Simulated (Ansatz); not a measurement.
# Calculated records

```
Quasiparticle gap of P (honeycomb bilayer)
1.0
     3.25089    0.00000    0.00000
    -1.62544    2.81535    0.00000
     0.00000    0.00000   38.80000
P
4
Direct
  0.33333 0.66667 0.44957
  0.66667 0.33333 0.41745
  0.66667 0.33333 0.58255
  0.33333 0.66667 0.55043
# method: DFT, PBE-D3(BJ), plane waves, PAW; PAW set soft_1 (and 2 further levels or steps)
# program: Ansatz 0.2.0
# settings of one run: cutoff 420 eV, 9×9×1 k-mesh, smearing width 0.02 eV, PAW set soft 1, turned 1
# cost: 3 runs, 43 s in all on 1 × NVIDIA H100 80GB HBM3 (shared by 6 runs) with 3 threads of AMD EPYC 7R13 (Zen 3), shared host (the runs of this entry)
# notes: Values taken over the cell’s volume include its vacuum. The program’s warnings: band table not solved further. The start is a generated structure, not a measured one. From 228 bands and 44 eV to 545 bands and 80 eV the gap moves by 2.539 − 2.436 = +0.103 eV; bands and screening cutoff rise together, so their parts are not told apart. Two runs can’t test a law of convergence, so the limit is not known. For the G0W0 step: the program’s warnings for this run: eigensolver not converged.
# PBE gap over mesh and path: 1.487 eV, from k = (0.133, 0.133, 0.000) to k = (0.350, 0.000, 0.000)
# G0W0@PBE gap over 6 of 7 irreducible mesh points: 2.539 eV, from k = (0.167, 0.167, 0.000) to k = (0.000, 0.333, 0.000)
# GW settings: 6×6×1 mesh, 535 empty bands, screening to 80 eV, PAW set soft_1 files
# known limits: finite bands, screening cutoff and k mesh; no spin-orbit coupling in G0W0
```

```
P (honeycomb bilayer): band gap by G0W0 on PBE
1.0
     3.25514    0.00000    0.00000
    -1.62757    2.81904    0.00000
     0.00000    0.00000   38.80000
P
4
Direct
  0.33333 0.66667 0.45979
  0.66667 0.33333 0.42770
  0.33333 0.66667 0.57230
  0.66667 0.33333 0.54021
# method: DFT, PBE-D3(BJ), plane waves, PAW; PAW set soft_1 (and 2 further levels or steps)
# program: Ansatz 0.2.0
# settings of one run: cutoff 420 eV, 9×9×1 k-mesh, smearing width 0.02 eV, PAW set soft 1
# cost: 3 runs, 46 s in all on 1 × NVIDIA H100 80GB HBM3 (shared by 6 runs) with 3 threads of AMD EPYC 7R13 (Zen 3), shared host (the runs of this entry)
# notes: Values taken over the cell’s volume include its vacuum. The program’s warnings: band table not solved further. The start is a generated structure, not a measured one. From 219 bands and 44 eV to 522 bands and 80 eV the gap moves by 1.814 − 1.683 = +0.131 eV; bands and screening cutoff rise together, so their parts are not told apart. Two runs can’t test a law of convergence, so the limit is not known.
# PBE gap over mesh and path: 0.919 eV, from k = (0.100, 0.100, 0.000) to k = (0.333, 0.333, 0.000)
# G0W0@PBE gap over 6 of 7 irreducible mesh points: 1.814 eV, from k = (0.000, 0.167, 0.000) to k = (0.333, 0.333, 0.000)
# GW settings: 6×6×1 mesh, 512 empty bands, screening to 80 eV, PAW set soft_1 files
# known limits: finite bands, screening cutoff and k mesh; no spin-orbit coupling in G0W0
```

[Paths, hosts, dates, memory and timing lines, banners, echoed tables and standing remarks are left out of the program output.]

[Logs are printed without paths, hosts, clocks, repeated set-up lines and the standing remarks that a program may print on its own settings, such as how far it seeks lower states.]

[Runs of the session that timed out or met a known fault of the program may be left out.]

[Cells called generated may have been cut or substituted from an entry of the Crystallography Open Database or the Materials Project.]

[Hosts, paths, dates, database ids (printed as entryN), source tags and the programs' standing remarks are cut or masked in the printed files.]
